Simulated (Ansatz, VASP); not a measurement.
Two plane-wave programs on Li2Se

Contents of INCAR:

```
SYSTEM = Li2Se
  ALGO = Normal
  EDIFF = 1E-7
  ENCUT = 520
  GGA = PS
  ISIF = 2
  ISMEAR = -1
  LASPH = .TRUE.
  LCHARG = .FALSE.
  LREAL = .FALSE.
  LWAVE = .FALSE.
  NBANDS = 13
  NELM = 60
  PREC = Accurate
  SIGMA = 0.05
```

Contents of KPOINTS:

```
k-points
0
G
  8 8 8
  0 0 0
```

Contents of POSCAR:

```
Li2Se
1.0
    0.0000000000      3.0025000000      3.0025000000
    3.0025000000      0.0000000000      3.0025000000
    3.0025000000      3.0025000000      0.0000000000
Se Li
1 2
Direct
    0.0000000000      0.0000000000      0.0000000000
    0.7500000000      0.7500000000      0.7500000000
    0.2500000000      0.2500000000      0.2500000000
```

File KPOINTS_OPT:

```
path GXWKGLUWLK,UX
10
line-mode
reciprocal
 0.0000000000  0.0000000000  0.0000000000  G
 0.5000000000  0.0000000000  0.5000000000  X

 0.5000000000  0.0000000000  0.5000000000  X
 0.5000000000  0.2500000000  0.7500000000  W

 0.5000000000  0.2500000000  0.7500000000  W
 0.3750000000  0.3750000000  0.7500000000  K

 0.3750000000  0.3750000000  0.7500000000  K
 0.0000000000  0.0000000000  0.0000000000  G

 0.0000000000  0.0000000000  0.0000000000  G
 0.5000000000  0.5000000000  0.5000000000  L

 0.5000000000  0.5000000000  0.5000000000  L
 0.6250000000  0.2500000000  0.6250000000  U

 0.6250000000  0.2500000000  0.6250000000  U
 0.5000000000  0.2500000000  0.7500000000  W

 0.5000000000  0.2500000000  0.7500000000  W
 0.5000000000  0.5000000000  0.5000000000  L

 0.5000000000  0.5000000000  0.5000000000  L
 0.3750000000  0.3750000000  0.7500000000  K

 0.6250000000  0.2500000000  0.6250000000  U
 0.5000000000  0.0000000000  0.5000000000  X
```

The input input.yaml:

```yaml
crystal:
  lattice:
    - [0.0, 3.0025, 3.0025]
    - [3.0025, 0.0, 3.0025]
    - [3.0025, 3.0025, 0.0]
  atoms:
    - { symbol: Se, position: [0.0, 0.0, 0.0] }
    - { symbol: Li, position: [0.75, 0.75, 0.75] }
    - { symbol: Li, position: [0.25, 0.25, 0.25] }
hamiltonian:
  xc: pbesol
  pseudopotentials: { kind: paw }
kpoints:
  mp_grid: { grid: [8, 8, 8] }
  band_path:
    path:
      - [[0.0, 0.0, 0.0], [0.5, 0.0, 0.5], [0.5, 0.25, 0.75], [0.375, 0.375, 0.75], [0.0, 0.0, 0.0], [0.5, 0.5, 0.5], [0.625, 0.25, 0.625], [0.5, 0.25, 0.75], [0.5, 0.5, 0.5], [0.375, 0.375, 0.75]]
      - [[0.625, 0.25, 0.625], [0.5, 0.0, 0.5]]
    npoints: 14
scf:
  occupations: { method: fermi_dirac, width: 0.05 }
  n_extra_bands: 7
output:
  forces: true
  stress: true
  eigenvalues: true
  fatbands: false
  write_density: true
  write_potential: true
  elf: true
  volumetric_format: npy
```

Alike in both runs: task band structure; functional PBEsol; k mesh 8 × 8 × 8; occupations fermi-dirac, width 0.05 eV; no spin polarisation.

|  | VASP | Ansatz |
| --- | --- | --- |
| version | VASP 6.6.1 | Ansatz 0.2.0 |
| potentials or method | VASP PAW PBE potentials, release 64 (Se, Li_sv) | Ansatz PAW |
| plane-wave cutoff (eV) | 520 | 420 |
| valence electrons in the cell | 12 | 22 |

|  | VASP | Ansatz | Ansatz less VASP |
| --- | --- | --- | --- |
| gap on the k mesh at the Fermi level (eV) | 2.83 | 2.84 | +0.008 |
| least direct gap on the mesh (eV) | 3.25 | 3.24 | -0.010 |
| gap along the band path (eV) | 2.83 | 2.84 | +0.008 |

The two sets of potentials don't hold the same shells in valence.

 A hybrid or GW would open this gap; PBEsol tends to underestimate it.
